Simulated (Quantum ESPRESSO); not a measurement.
# Ir: phonons with LDA

The system is Ir.

```
Ir
1.0
     0.00000    1.91560    1.91560
     1.91560    0.00000    1.91560
     1.91560    1.91560    0.00000
Ir
1
Direct
  0.00000 0.00000 0.00000
```

```yaml
Program: Quantum ESPRESSO 7.5
Task: phonons
Functional: LDA
Potentials_or_basis: PseudoDojo 0.4.1 SR LDA standard
Cutoff: 762 eV
Density_cutoff: 3048 eV
k_mesh: 12 × 12 × 12
Occupations: cold, width 0.2 eV
Spin: no spin polarisation
Form_of_the_LDA_correlation: PW92
Mixing_beta: 0.5
Most_SCF_iterations: 120
SCF_threshold: 2e-10 Ry
```

- Relaxed volume: 13.76 Å³/atom
- Relaxed cell: a = 2.690 Å, b = 2.690 Å, c = 2.690 Å, α = 60.00°, β = 60.00°, γ = 60.00°
- Space group after relaxing (to 0.05 Å): Fm-3m (No. 225)
- Pressure after relaxing: -0.2 GPa
- Band gap on the k mesh: none (metal or under the smearing width)
- Highest phonon frequency at the q point run: 201 cm⁻¹

The path:
| step | energy change (eV) | largest force (eV/Å) | pressure (GPa) | volume (Å³) |
| --- | --- | --- | --- | --- |
| 1 | 0.0000 | 0.0000 | -8.67 | 14.06 |
| 2 | 0.0014 | 0.0000 | 10.21 | 13.45 |
| 3 | -0.0083 | 0.0000 | -0.14 | 13.76 |
| 4 | -0.0083 | 0.0000 | 0.00 | 13.76 |

Final structure:
```
CELL_PARAMETERS angstrom
0.00000 1.90185 1.90185
1.90185 0.00000 1.90185
1.90185 1.90185 0.00000
ATOMIC_POSITIONS crystal
Ir 0.00000 0.00000 0.00000
```

Levels at points of the mesh, in eV from the Fermi level:
| k point | band 4 | band 5 | band 6 | band 7 | band 8 | band 9 | band 10 | band 11 | band 12 | band 13 |
| --- | --- | --- | --- | --- | --- | --- | --- | --- | --- | --- |
| (0.00, 0.00, 0.00) | -49.50 | -11.49 | -4.11 | -4.11 | -4.11 | -1.27 | -1.27 | 13.54 | 19.16 | 19.16 |
| (0.00, 0.00, -0.50) | -49.62 | -8.46 | -4.21 | -4.21 | -0.86 | 0.92 | 0.92 | 7.46 | 13.21 | 19.23 |
| (0.00, -0.50, -0.50) | -49.82 | -8.28 | -7.70 | 0.91 | 1.52 | 1.52 | 1.65 | 10.79 | 11.54 | 11.54 |

Phonon frequencies in cm⁻¹ (negative: imaginary):
| q point | frequencies |
| --- | --- |
| (0.625, 0.250, 0.625) | 183 199 201 |

Phonon modes at q = (0.625, 0.250, 0.625) in reciprocal lattice units:
| mode | symmetry | cm⁻¹ |
| --- | --- | --- |
| 1 | B_1 | 183 |
| 2 | A_1 | 199 |
| 3 | B_2 | 201 |

Run time: 10 min on 1 thread of Arm Neoverse V2, with other jobs on the host, peak memory 0.09 GiB.

Caveat: the q point doesn't lie on the k mesh, which can shift a metal's frequencies strongly unless the mesh is converged. The run has no spin-orbit coupling, so splittings on Ir are missing.
